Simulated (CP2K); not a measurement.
Runs of CP2K 2026.2 on Na. All rows change the cell; the cell of one of them follows. It takes space group Fmmm (No. 69, orthorhombic). Conventional cell: a = 4.282 Å, b = 5.935 Å, c = 6.056 Å, α = 90.00°, β = 90.00°, γ = 90.00°. Around Na (site symmetry mmm) lie 8 Na at 3.66 to 3.71 Å. 

```csv
cell,gap on the mesh (eV),pressure (GPa)
strain_c = -0.02,none,-0.2
strain_c = 0.06,none,(b)
strain_c = -0.04,none,0.0
strain_c = 0.02,none,(a)
strain_c = 0.04,none,-0.5
```

Alike in all rows: task single point; level PBE; potentials or basis POTENTIAL_UZH Na GTH-PBE-q9; TZVP-MOLOPT-PBE-GTH basis; no spin polarisation; k mesh 9 × 9 × 9; smearing fermi-dirac 0.05 eV.

**Question.** Fill in the values left out.

**Answer.** (a) -0.4; (b) -0.6.

Caveats: the basis of atomic orbitals isn't converged, which shifts pressures, moduli and gaps.

A gap of «none» marks a metal or a gap under the smearing width.
